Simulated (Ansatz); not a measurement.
A run of Ansatz 0.2.0:

input.yaml

```yaml
crystal:
  lattice:
    - [-4.0300106443, 4.0300106443, 2.0254867038]
    - [4.0300106443, -4.0300106443, 2.0254867038]
    - [4.0300106443, 4.0300106443, -2.0254867038]
  atoms:
    - { symbol: Sb, position: [0.65126306, 0.15126306, 0.80252612] }
    - { symbol: Sb, position: [0.15126306, 0.34873694, 0.5] }
    - { symbol: Sb, position: [0.34873694, 0.84873694, 0.19747388] }
    - { symbol: Sb, position: [0.84873694, 0.65126306, 0.5] }
hamiltonian:
  xc: pbesol
  pseudopotentials: { kind: paw }
kpoints:
  mp_grid: { grid: [6, 6, 6] }
scf:
  occupations: { method: fermi_dirac, width: 0.05 }
output:
  forces: true
  stress: true
elastic:
  mode: relaxed_ion
  stencil: two_point
```

Potentials or basis: Ansatz PAW.

The run is started by

```bash
$ ansatz run input.yaml --threads 2 --pin off --max-ram 5632MiB --backend cpu --events-out ev --progress --plain --runs-dir out
```

Hardware: 2 threads of Arm Neoverse V1, with other jobs on the host.

How long does it take, and how much memory?

Wall time 4.2 min on 2 threads of Arm Neoverse V1, on a shared host, peak memory 0.63 GiB. Counts: scf iterations 306, plane waves 2571, k points 30, bands 36, ion steps 31.
